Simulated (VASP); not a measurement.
# CdTe (F-43m) in VASP: a series of runs, part 2 of 2

VASP 6.6.1. Earlier steps stand in the parts before.

**4. Single point, LDA (grid = ENCUT=460 dk=0.45 cell=2x2x1 ISMEAR=0 SIGMA=0.05 LREAL=Auto EDIFF=1e-06)**

Input file INCAR:

```
PREC = Accurate ; ENCUT = 460
EDIFF = 1E-6 ; ISMEAR = 0
SIGMA = 0.05 ; LREAL = Auto
LASPH = T ; NELM = 120
ALGO = Fast ; ISIF = 2
LWAVE = F ; LCHARG = F
NBANDS = 44
```

Input file KPOINTS:

```
regular mesh
0
Gamma
  4 4 4
```

Input file POSCAR:

```
CdTe
1.0
    0.0000000000      6.4100000000      6.4100000000
    6.4100000000      0.0000000000      6.4100000000
    3.2050000000      3.2050000000      0.0000000000
Cd Te
4 4
Direct
    0.3750000000      0.3750000000      0.7500000000
    0.0000000000      0.0000000000      0.0000000000
    0.5000000000      0.0000000000      0.0000000000
    0.5000000000      0.5000000000      0.0000000000
    0.3750000000      0.8750000000      0.7500000000
    0.8750000000      0.3750000000      0.7500000000
    0.8750000000      0.8750000000      0.7500000000
    0.0000000000      0.5000000000      0.0000000000
```

Potentials or basis: VASP PAW LDA potentials, release 64 (Cd, Te).

Command:

```bash
$ cat potpaw_LDA.64/Cd/POTCAR potpaw_LDA.64/Te/POTCAR > POTCAR
$ mpirun -np 1 vasp_std > vasp.out
```

OUTCAR:

```text
PREC = Accurate
   ENCUT = 460
   EDIFF = 1E-6
   ISMEAR = 0
   LREAL = Auto
   LASPH = T
   NELM = 120
   ISIF = 2

 Found     30 irreducible k-points:

 Following reciprocal coordinates:
            Coordinates               Weight
  0.000000  0.000000  0.000000      1.000000
  0.250000  0.000000  0.000000      2.000000
  0.000000 -0.250000  0.000000      2.000000
  0.500000  0.000000  0.000000      1.000000
  0.000000  0.500000  0.000000      1.000000
  0.250000  0.250000  0.000000      2.000000
   k-points           NKPTS =     30   k-points in BZ     NKDIM =     30   number of bands    NBANDS=     44
   number of dos      NEDOS =    301   number of ions     NIONS =      8
   total plane-waves  NPLWV = 131072
   dimension x,y,z NGX =    64 NGY =   64 NGZ =   32
   dimension x,y,z NGXF=   128 NGYF=  128 NGZF=   64
   ions per type =               4   4
   NGX,Y,Z   is equivalent  to a cutoff of  11.74, 11.74, 11.74 a.u.
   NGXF,Y,Z  is equivalent  to a cutoff of  23.47, 23.47, 23.47 a.u.
 SYSTEM =  unknown system
   PREC   = accura    normal or accurate (medium, high low for compatibility)
[... 64 lines left out ...]

 k-point     1 :       0.0000    0.0000    0.0000
  band No.  band energies     occupation
      1     -10.6708      2.00000
      2      -8.8573      2.00000
      3      -8.4502      2.00000
      4      -7.1885      2.00000
      5      -5.9612      2.00000
      6      -5.8728      2.00000
[... 271 lines left out ...]
     43       6.5419      0.00000
     44       7.0728      0.00000

 [... further k-points ...]

------------------------ aborting loop because EDIFF is reached ----------------------------------------

  FORCE on cell =-STRESS in cart. coord.  units (eV):
  Direction    XX          YY          ZZ          XY          YZ          ZX
  --------------------------------------------------------------------------------------
  -------------------------------------------------------------------------------------
  Total        5.7450853      5.7450853      5.0693918      0.7768825     -1.3260536      1.3260536
  in kB       34.9488569     34.9488569     30.8384363      4.7259792     -8.0667312      8.0667311
  external PRESSURE =      33.5787167 kB  Pullay stress =       0.0000000 kB

 VOLUME and BASIS-vectors are now :
 -----------------------------------------------------------------------------
  energy-cutoff  :      460.00
  volume of cell :      263.37
      direct lattice vectors                 reciprocal lattice vectors
     0.000000000  6.410000000  6.410000000    -0.078003120  0.078003120  0.078003120
     6.410000000  0.000000000  6.410000000     0.078003120 -0.078003120  0.078003120
     3.205000000  3.205000000  0.000000000     0.156006240  0.156006240 -0.156006240

 POSITION                                       TOTAL-FORCE (eV/Angst)
 -----------------------------------------------------------------------------------
      4.80750      4.80750      4.80750        -0.293472      0.293472      0.067834
      0.00000      0.00000      0.00000        -0.118197      0.118197      0.117320
      0.00000      3.20500      3.20500         0.261580     -0.261580      0.145101
      3.20500      3.20500      6.41000         0.137356     -0.137356     -0.466842
      8.01250      4.80750      8.01250         0.083100     -0.083100      0.055149
      4.80750      8.01250      8.01250        -0.197113      0.197113     -0.839419
      8.01250      8.01250     11.21750         0.823039     -0.823039      0.918354
      3.20500      0.00000      3.20500        -0.696293      0.696293      0.002502
 -----------------------------------------------------------------------------------
    total drift:                                0.000221     -0.000221     -0.000121

  FREE ENERGIE OF THE ION-ELECTRON SYSTEM (eV)
  ---------------------------------------------------
  free  energy   TOTEN  =       -20.0207500981 eV

  energy  without entropy=      -20.0155526867  energy(sigma->0) =      -20.01815139
```

stdout:

```text
POSCAR found type information on POSCAR CdTe
 POSCAR found :  2 types and       8 ions
 scaLAPACK will be used
 -----------------------------------------------------------------------------
|                                                                             |
|                                                                             |
|     You have a (more or less) 'small supercell' and for smaller cells       |
|     it is recommended to use the reciprocal-space projection scheme!        |
|     The real-space optimization is not efficient for small cells and it     |
|     is also less accurate ...                                               |
|     Therefore, set LREAL=.FALSE. in the INCAR file.                         |
|                                                                             |
 -----------------------------------------------------------------------------

 LDA part: xc-table for (Slater(with rela. corr.)+CA(PZ))
 , standard interpolation
 POSCAR, INCAR and KPOINTS ok, starting setup
 FFT: planning ... GRIDC
 FFT: planning ... GRID_SOFT
 FFT: planning ... GRID
 WAVECAR not read
 entering main loop
```

It took 6.2 min on 1 thread of AMD EPYC 7R43 (Zen 3), shared host; peak memory 0.34 GiB.

The run converged, but some of its settings lie outside the range that counts as converged, so its numbers aren't taken as properties of the crystal.

Results:

| Property | Result |
| --- | --- |
| Free energy | -20.0208 eV |
| Pressure | 3.4 GPa |
| Largest force | 1.483 eV/Å |
| Band gap on the k mesh | none (metal or under the smearing width) |

Caveat: the k mesh is coarse (spacing up to 0.42 Å⁻¹), so the values aren't converged.

**5. Single point, LDA (grid = ENCUT=520 dk=0.45 cell=2x2x1 ISMEAR=0 SIGMA=0.05 LREAL=Auto EDIFF=1e-06)**

Edit INCAR of step 4 so:

```diff
@@ -1,2 +1,2 @@
-PREC = Accurate ; ENCUT = 460
+PREC = Accurate ; ENCUT = 520
 EDIFF = 1E-6 ; ISMEAR = 0
```

KPOINTS is that of step 4.

POSCAR is that of step 4.

Potentials or basis: VASP PAW LDA potentials, release 64 (Cd, Te).

Command:

```bash
$ cat potpaw_LDA.64/Cd/POTCAR potpaw_LDA.64/Te/POTCAR > POTCAR
$ mpirun -np 1 vasp_std > vasp.out
```

OUTCAR:

```text
PREC = Accurate
   ENCUT = 520
   EDIFF = 1E-6
   ISMEAR = 0
   LREAL = Auto
   LASPH = T
   NELM = 120
   ISIF = 2

 Found     30 irreducible k-points:

 Following reciprocal coordinates:
            Coordinates               Weight
  0.000000  0.000000  0.000000      1.000000
  0.250000  0.000000  0.000000      2.000000
  0.000000 -0.250000  0.000000      2.000000
  0.500000  0.000000  0.000000      1.000000
  0.000000  0.500000  0.000000      1.000000
[... 367 lines left out ...]
  Total        5.7190310      5.7190310      5.0511774      0.7785138     -1.3266304      1.3266303
  in kB       34.7903616     34.7903616     30.7276336      4.7359029     -8.0702396      8.0702389
  external PRESSURE =      33.4361189 kB  Pullay stress =       0.0000000 kB

 VOLUME and BASIS-vectors are now :
 -----------------------------------------------------------------------------
  energy-cutoff  :      520.00
  volume of cell :      263.37
      direct lattice vectors                 reciprocal lattice vectors
     0.000000000  6.410000000  6.410000000    -0.078003120  0.078003120  0.078003120
     6.410000000  0.000000000  6.410000000     0.078003120 -0.078003120  0.078003120
     3.205000000  3.205000000  0.000000000     0.156006240  0.156006240 -0.156006240

 POSITION                                       TOTAL-FORCE (eV/Angst)
 -----------------------------------------------------------------------------------
      4.80750      4.80750      4.80750        -0.293372      0.293372      0.068438
      0.00000      0.00000      0.00000        -0.118193      0.118193      0.117628
      0.00000      3.20500      3.20500         0.261556     -0.261556      0.145376
      3.20500      3.20500      6.41000         0.137360     -0.137360     -0.466425
      8.01250      4.80750      8.01250         0.083056     -0.083056      0.054489
      4.80750      8.01250      8.01250        -0.197166      0.197166     -0.838672
      8.01250      8.01250     11.21750         0.822448     -0.822448      0.917264
      3.20500      0.00000      3.20500        -0.695689      0.695689      0.001902
 -----------------------------------------------------------------------------------
    total drift:                                0.000137     -0.000133     -0.003184

  FREE ENERGIE OF THE ION-ELECTRON SYSTEM (eV)
  ---------------------------------------------------
  free  energy   TOTEN  =       -20.0218694919 eV

  energy  without entropy=      -20.0166713233  energy(sigma->0) =      -20.01927041
```

stdout:

```text
POSCAR found type information on POSCAR CdTe
 POSCAR found :  2 types and       8 ions
 scaLAPACK will be used
 -----------------------------------------------------------------------------
|                                                                             |
|                                                                             |
|     You have a (more or less) 'small supercell' and for smaller cells       |
|     it is recommended to use the reciprocal-space projection scheme!        |
|     The real-space optimization is not efficient for small cells and it     |
|     is also less accurate ...                                               |
|     Therefore, set LREAL=.FALSE. in the INCAR file.                         |
|                                                                             |
 -----------------------------------------------------------------------------

 LDA part: xc-table for (Slater(with rela. corr.)+CA(PZ))
 , standard interpolation
 POSCAR, INCAR and KPOINTS ok, starting setup
 FFT: planning ... GRIDC
 FFT: planning ... GRID_SOFT
 FFT: planning ... GRID
 WAVECAR not read
 entering main loop
```

It took 11 min on 1 thread of AMD EPYC 7R43 (Zen 3), shared host; peak memory 0.41 GiB.

The run converged, but some of its settings lie outside the range that counts as converged, so its numbers aren't taken as properties of the crystal.

What came out:

- Free energy: -20.0219 eV
- Pressure: 3.3 GPa
- Largest force: 1.481 eV/Å
- Band gap on the k mesh: none (metal or under the smearing width)

Caveat: the k mesh is coarse (spacing up to 0.42 Å⁻¹), so the values aren't converged.
